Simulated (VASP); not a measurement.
Wanted: the native input for a VASP 6.6.1 run.

- Task: relaxation of cell and atoms
- Functional: PBEsol
- Potentials or basis: VASP PAW PBE potentials, release 64 (Se)
- Cutoff: 600 eV
- k mesh: 20 × 20 × 20
- Occupations: gaussian, width 0.1 eV
- Spin: no spin polarisation
- Target pressure: 125 GPa
- Dipole correction: no
- Further INCAR settings: ALGO = Normal; EDIFF = 1e-06; IBRION = 2; EDIFFG = -0.002; NSW = 100; ISIF = 3
- Target pressure: 125 GPa

The structure of Se lies in POSCAR:

```
Se
1.0
   -1.4339061778      1.4339061778      1.4339061778
    1.4339061778     -1.4339061778      1.4339061778
    1.4339061778      1.4339061778     -1.4339061778
Se
1
Direct
    0.0000000000      0.0000000000      0.0000000000
```

This isn't the form of Se at room conditions, which is trigonal, of chains.

One way to write it, as run:

INCAR

```
SYSTEM = Se
ALGO = Normal
EDIFF = 1E-6
EDIFFG = -0.002
ENCUT = 600
GGA = PS
IBRION = 2
ISIF = 3
ISMEAR = 0
LASPH = .True.
LCHARG = .False.
LREAL = .False.
LWAVE = .False.
NELM = 100
NSW = 100
PREC = Accurate
PSTRESS = 1250.0
SIGMA = 0.1
```

KPOINTS

```
k-points
0
Gamma
  20 20 20
  0 0 0
```

Potentials or basis: VASP PAW PBE potentials, release 64 (Se).

Command:

```bash
$ cat potpaw_PBE.64/Se/POTCAR > POTCAR
$ mpirun -np 1 vasp_std > vasp.out
```

It gave:

```yaml
Relaxed_volume: 11.81 Å³/atom
Relaxed_cell: a = 2.485 Å, b = 2.485 Å, c = 2.485 Å, α = 109.47°, β = 109.47°, γ = 109.47°
Space_group_after_relaxing_to_0.05_Å: Im-3m (No. 229)
Energy_change_on_relaxing_the_enthalpy_is_what_falls: -13.8 meV/atom
Ionic_steps: 3
Pressure_after_relaxing: 125.0 GPa
Band_gap_on_the_k_mesh: none (metal or under the smearing width)
```

Caveat: the cell is relaxed towards a set pressure, so the enthalpy falls and the energy may rise; the PAW data sets were made with another functional, which shifts forces and pressure a little.

Wall time 24 s on 1 thread of AMD EPYC 7R13 Processor (Zen 3), with other jobs on the host, peak memory 0.12 GiB.
